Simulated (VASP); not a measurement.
Set up this calculation in VASP 6.6.1, as the native input.

* Task: relaxation of cell and atoms
* Functional: RPBE
* Potentials or basis: VASP PAW PBE potentials, release 64 (I, K_sv)
* Cutoff: 600 eV
* k mesh: 7 × 7 × 7
* Occupations: fermi-dirac, width 0.05 eV
* Spin: no spin polarisation
* Further INCAR settings: ALGO = Fast; EDIFF = 1e-06; IBRION = 2; EDIFFG = -0.005; NSW = 40; ISIF = 3

The structure of KI lies in POSCAR:

```
KI
1.0
    0.0000000000      3.5327750000      3.5327750000
    3.5327750000      0.0000000000      3.5327750000
    3.5327750000      3.5327750000      0.0000000000
I K
1 1
Direct
    0.5000000000      0.5000000000      0.5000000000
    0.0000000000      0.0000000000      0.0000000000
```

These files were run (other wordings do the same):

INCAR

```
SYSTEM = KI
PREC = Accurate
ENCUT = 600
EDIFF = 1E-6
ISMEAR = -1
SIGMA = 0.05
LREAL = .FALSE.
LASPH = .TRUE.
NELM = 80
ALGO = Fast
ISIF = 3
LWAVE = .FALSE.
LCHARG = .FALSE.
GGA = RP
IBRION = 2
NSW = 40
EDIFFG = -0.005
```

KPOINTS

```
regular mesh
0
G
  7 7 7
  0 0 0
```

Potentials or basis: VASP PAW PBE potentials, release 64 (I, K_sv).

Run with:

```bash
$ cat potpaw_PBE.64/I/POTCAR potpaw_PBE.64/K_sv/POTCAR > POTCAR
$ mpirun -np 1 vasp_std > vasp.out
```

It gave:

| Quantity | Value |
| --- | --- |
| Relaxed volume | 51.19 Å³/atom |
| Relaxed cell | a = 5.251 Å, b = 5.251 Å, c = 5.251 Å, α = 60.00°, β = 60.00°, γ = 60.00° |
| Space group after relaxing (to 0.05 Å) | Fm-3m (No. 225) |
| Energy gained by relaxing | 34.6 meV/atom |
| Ionic steps | 4 |
| Pressure after relaxing | 0.0 GPa |
| Band gap on the k mesh | 3.94 eV, direct |

Caveat: the volume moved by over 15 % at a fixed basis, so the end points are rough; the PAW data sets were made with another functional, which shifts forces and pressure a little; spin-orbit coupling is left out, which moves the levels of the heavy elements; an odd mesh through Γ misses points on the zone boundary, where band edges often lie.

Run time: 100 s on 1 thread of Intel(R) Xeon(R) Platinum 8488C (Sapphire Rapids), on a shared host, peak memory 0.24 GiB.
